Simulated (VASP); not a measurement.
A run of VASP 6.6.1 is set up as follows.

INCAR

```
  PREC = Accurate
  ENCUT = 600
  EDIFF = 1E-6
  ISMEAR = -1
  SIGMA = 0.05
  LREAL = False
  LASPH = True
  NELM = 60
  ALGO = Fast
  ISIF = 3
  LWAVE = False
  LCHARG = False
  GGA = PE
  IVDW = 2
  IBRION = 2
  NSW = 60
  EDIFFG = -0.005
```

File KPOINTS:

```
Automatic mesh
0
Gamma
  10 10 5
```

POSCAR

```
Mg
1.0
    3.2093000000      0.0000000000      0.0000000000
   -1.6046500000      2.7793353284      0.0000000000
    0.0000000000      0.0000000000      5.2103000000
Mg
2
Direct
    0.6666666667      0.3333333333      0.7500000000
    0.3333333333      0.6666666667      0.2500000000
```

Potentials or basis: VASP PAW PBE potentials, release 64 (Mg).

Command:

```bash
$ cat potpaw_PBE.64/Mg/POTCAR > POTCAR
$ mpirun -np 1 vasp_std > vasp.out
```

What does it give for the space group after relaxing (to 0.05 Å)?

P6_3/mmc (No. 194).

Estimate the relaxed cell.

a = 3.046 Å, b = 3.046 Å, c = 5.088 Å, α = 90.00°, β = 90.00°, γ = 120.00°.

Step by step:
```tsv
step	energy change (eV)	largest force (eV/Å)	pressure (GPa)	volume (Å³)
1	0.0000	0.0000	-4.73	46.47
2	-0.0822	0.0000	-1.25	42.01
3	-0.0820	0.0000	0.98	40.02
4	-0.0855	0.0000	0.02	40.82
5	-0.0853	0.0000	0.14	40.72
6	-0.0860	0.0000	0.16	40.73
7	-0.0865	0.0000	0.18	40.75
8	-0.0868	0.0000	0.17	40.74
9	-0.0868	0.0000	0.17	40.74
10	-0.0871	0.0000	-0.05	40.94
11	-0.0871	0.0000	-0.04	40.93
12	-0.0871	0.0000	0.00	40.89
```

Caveat: atom-pairwise D2, TS and ULG terms overbind metals; the volume moved by -12 % from the deposited cell, more than functionals usually miss; pairwise dispersion overbinds metals, which lowers pressure and volume.
